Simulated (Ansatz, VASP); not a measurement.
## ZnS: VASP beside Ansatz

```
Zn S
1.0
     0.65927    3.07124    3.07124
     3.07124    0.65927    3.07124
     3.07124    3.07124    0.65927
Zn S
1 1
Cartesian
  0.0000 0.0000 0.0000
  5.1013 5.1013 5.1013
```

Alike in both runs: task single point; functional r2SCAN; k mesh 8 × 8 × 8; occupations gaussian, width 0.05 eV; no spin polarisation.

|  | VASP | Ansatz |
| --- | --- | --- |
| version | VASP 6.6.1 | Ansatz 0.2.0 |
| potentials or method | VASP PAW PBE potentials, release 64 (Zn, S) | scalar-relativistic, plane waves, PAW |
| plane-wave cutoff (eV) | 520 | 500 |
| valence electrons in the cell | 18 | 18 |

Ansatz gave:

* gap on the k mesh at the Fermi level (eV): 0.21
* least direct gap on the mesh (eV): 0.21
* pressure (GPa): 10.1
* largest component of the traceless stress (GPa): 10.74
* rms of the force components (eV/Å): 0.216

**Question.** What did VASP give for the same quantities?

**Answer.** gap on the k mesh at the Fermi level (eV): 0.19; least direct gap on the mesh (eV): 0.19; pressure (GPa): 10.2; largest component of the traceless stress (GPa): 10.80; rms of the force components (eV/Å): 0.217.

Atom by atom the forces differ by 0.001 eV/Å (rms over components). With one functional, cell and mesh, what is left measures potentials, basis and numerics.

Caveats: the PAW data sets were made with another functional, which shifts forces and pressure a little (VASP).
